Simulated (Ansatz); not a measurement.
A run of Ansatz 0.2.0 is set up as follows.

input

```
crystal:
  lattice:
    - [3.784322, 0.0, 0.0]
    - [0.0, 3.784322, 0.0]
    - [0.0, 0.0, 3.784322]
  atoms:
    - { symbol: Pb, position: [0.0, 0.0, 0.0] }
    - { symbol: Se, position: [0.5, 0.5, 0.5] }
hamiltonian:
  xc: r2scanh
  pseudopotentials: { kind: paw }
kpoints:
  mp_grid: { grid: [4, 4, 4] }
scf:
  occupations: { method: fermi_dirac, width: 0.05 }
output:
  forces: true
  stress: true
  eigenvalues: true
```

**Question.** Predict the pressure.

**Answer.** -0.8 GPa.

**Question.** What does it give for the band gap on the k mesh?

**Answer.** None (metal or under the smearing width).

Caveat: the k mesh is coarse (spacing up to 0.42 Å⁻¹), so the values aren't converged, least of all with exact exchange; the PAW data sets come from PBE, with cores solved anew for the run's functional, which leaves a small shift of forces and pressure; the thresholds are loose for stress. The run has no spin-orbit coupling, so splittings on Pb are missing.
